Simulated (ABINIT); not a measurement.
The system is SnO.

```
Sn O
1.0
     3.81370    0.00000    0.00000
     0.00000    3.81370    0.00000
     0.00000    0.00000    4.88691
Sn O
2 2
Direct
  0.50000 0.00000 0.76463
  0.00000 0.50000 0.23537
  0.00000 0.00000 0.00000
  0.50000 0.50000 0.00000
```

The cell is a database's computed one.

Base run:

```yaml
Program: ABINIT 10.8.3 (patched build)
Functional: LDA
Potentials_or_basis: JTH PAW LDA v2.0
Cutoff: 626 eV
k_mesh: 7 × 7 × 6
Occupations: fermi-dirac, width 0.05 eV
Spin: no spin polarisation
```

Its results: band gap on the k mesh 0.47 eV, indirect (least direct gap 1.97 eV); pressure -3.7 GPa; largest force 0.249 eV/Å.

Task: The run is repeated on the same cell with these changes: k mesh from 7 × 7 × 6 to 3 × 3 × 2. What comes out?

Result: Band gap on the k mesh 1.23 eV, indirect (least direct gap 2.05 eV); pressure -3.8 GPa; largest force 0.209 eV/Å.

Caveats: some runs use coarse meshes; spin-orbit coupling is left out, which moves the levels of the heavy elements; the mesh misses the band edges, which the band path finds closer together (some runs); an odd mesh through Γ misses points on the zone boundary, where band edges often lie (some runs).
